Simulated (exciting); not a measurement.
A run of exciting (release sodium):

The input input.xml:

```xml
<input>
  <title>Pb</title>
  <structure speciespath="./" tshift="false">
    <crystal scale="1">
      <basevect>0.000000000000 4.677109952971 4.677109952971</basevect>
      <basevect>4.677109952971 0.000000000000 4.677109952971</basevect>
      <basevect>4.677109952971 4.677109952971 0.000000000000</basevect>
    </crystal>
    <species speciesfile="Pb.xml" rmt="2.3">
      <atom coord="0.000000000000 0.000000000000 0.000000000000"/>
    </species>
  </structure>
  <groundstate do="fromscratch" ngridk="9 9 9" rgkmax="9" gmaxvr="14" lmaxapw="10" lmaxmat="10" lmaxvr="8" xctype="GGA_PBE_R" stype="Fermi Dirac" swidth="0.00183747" nempty="8" ValenceRelativity="iora*" epsengy="1e-05" epspot="1e-05" maxscl="60" outputlevel="normal"/>
  <properties>
    <bandstructure>
      <plot1d>
        <path steps="80">
          <point coord="0 0 0" label="G"/>
          <point coord="0.5 0 0.5" label="X"/>
          <point coord="0.5 0.25 0.75" label="W"/>
          <point coord="0.375 0.375 0.75" label="K"/>
          <point coord="0 0 0" label="G"/>
          <point coord="0.5 0.5 0.5" label="L"/>
          <point coord="0.625 0.25 0.625" label="U"/>
          <point coord="0.5 0.25 0.75" label="W"/>
          <point coord="0.5 0.5 0.5" label="L"/>
          <point coord="0.375 0.375 0.75" label="K" breakafter="true"/>
          <point coord="0.625 0.25 0.625" label="U"/>
          <point coord="0.5 0 0.5" label="X"/>
        </path>
      </plot1d>
    </bandstructure>
  </properties>
</input>
```

Potentials or basis: all-electron LAPW+lo, shipped species files, valence relativity iora*.

The run is started by

```console
$ OMP_NUM_THREADS=1 exciting_smp
```

Hardware: 1 thread of Arm Neoverse V2, on a shared host.

Estimate the wall time of this run.

Run time: 27 s on 1 thread of Arm Neoverse V2, with other jobs on the host, peak memory 0.1 GiB. Counts: scf iterations 12, plane waves 213.
